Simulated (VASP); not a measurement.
Runs of VASP 6.6.1 on Al. The structure is cubic, space group Fm-3m (No. 225). The conventional cell has a = 4.050 Å, b = 4.050 Å, c = 4.050 Å, α = 90.00°, β = 90.00°, γ = 90.00°. Al (site symmetry m-3m) is surrounded by 12 Al at 2.86 Å. 

```csv
level,potentials or basis,pressure (GPa)
RPBE,"VASP PAW PBE potentials, release 64 (Al)",(a)
revPBE,"VASP PAW PBE potentials, release 64 (Al)",0.5
PW91,"VASP PAW PBE potentials, release 64 (Al)",0.0
AM05,"VASP PAW PBE potentials, release 64 (Al)",-2.4
BLYP,"VASP PAW PBE potentials, release 64 (Al)",3.1
PBEsol,"VASP PAW PBE potentials, release 64 (Al)",-1.9
LDA,"VASP PAW LDA potentials, release 64 (Al)",-3.6
TPSS,"VASP PAW PBE potentials, release 64 (Al)",(c)
r2SCAN,"VASP PAW PBE potentials, release 64 (Al)",-3.6
SCAN,"VASP PAW PBE potentials, release 64 (Al)",(b)
```

Alike in all rows: task band structure; no spin polarisation; cell as given; k mesh 11 × 11 × 11; cutoff (eV) 520; smearing fermi-dirac 0.05 eV.

**Question.** Estimate the missing entries.

**Answer.** (a) 0.8; (b) -2.3; (c) -2.2.

Caveats: the PAW data sets were made with another functional, which shifts forces and pressure a little (some runs).

Runs at the PBE level aren't shown here.
